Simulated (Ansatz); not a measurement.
Runs of Ansatz 0.2.0 on TaN. The structure is hexagonal, space group P-6m2 (No. 187). Conventional cell: a = 2.938 Å, b = 2.938 Å, c = 2.883 Å, α = 90.00°, β = 90.00°, γ = 120.00°. Around Ta (site symmetry -6m2) lie 6 N at 2.23 Å. N (site symmetry -6m2) has 6 Ta at 2.23 Å as nearest neighbours. 

```tsv
task	level	k mesh	points for each segment of the path	gap on the mesh (eV)	pressure (GPa)	V0 of scaled cells (Å³/atom)	B0 (GPa)
band structure	HSE06	8 × 8 × 6	4	none	-3.6	-	-
equation of state	PBE0	6 × 6 × 6	-	-	-	10.68	374
equation of state	HSE06	6 × 6 × 6	-	-	-	(b)	(a)
single point	PBE0	8 × 8 × 6	-	none	-3.3	-	-
```

Alike in all rows: potentials or basis Ansatz PAW; no spin polarisation; cell as given; cutoff (eV) 420; smearing fermi-dirac 0.05 eV; the mesh is coarse, so values aren't converged.

Fill in the values left out.

(a) 373; (b) 10.67.

Caveats: all runs use coarse meshes; the PAW data sets come from PBE, with cores solved anew for the run's functional, which leaves a small shift of forces and pressure (some runs); the thresholds are loose for stress (some runs); the cell was scaled at fixed shape and fractional positions, which overstates the stiffness of a crystal with free parameters, most of all of layers and chains (some runs); the PAW data sets were made with another functional, which shifts forces and pressure a little (some runs); spin-orbit coupling is left out, which moves the levels of the heavy elements (some runs).

A k mesh can miss the band edges, and the runs leave out spin-orbit coupling on Ta.

A gap of «none» marks a metal or a gap under the smearing width.
